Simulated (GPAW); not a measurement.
The system is AlN.

```
Al N
1.0
     3.08863    0.00000    0.00000
     1.54432    2.67483    0.00000
     1.54432    0.89161    2.52186
Al N
1 1
Cartesian
  0.0000 0.0000 0.0000
  1.5443 0.8916 0.6305
```

Measurements of this composition are mostly on another form, of space group No. 186.

Base run:

* Program: GPAW 26.7.0
* Functional: OLYP
* Potentials or basis: PAW data sets generated in the run's folder for this functional
* Cutoff: 800 eV
* Basis: pw
* k mesh: 10 × 10 × 10
* Occupations: fermi-dirac, width 0.05 eV
* Spin: no spin polarisation

Its results: band gap on the k mesh 3.45 eV, indirect (least direct gap 4.28 eV); pressure 6.1 GPa.

Task: The run is repeated on the same cell with these changes: functional from OLYP to AM05. What comes out?

Result: Band gap on the k mesh 3.18 eV, indirect (least direct gap 4.18 eV); pressure 2.3 GPa.

AM05 binds more tightly than OLYP, so the same cell stands under less pressure.

Not every run made on this cell is shown here.
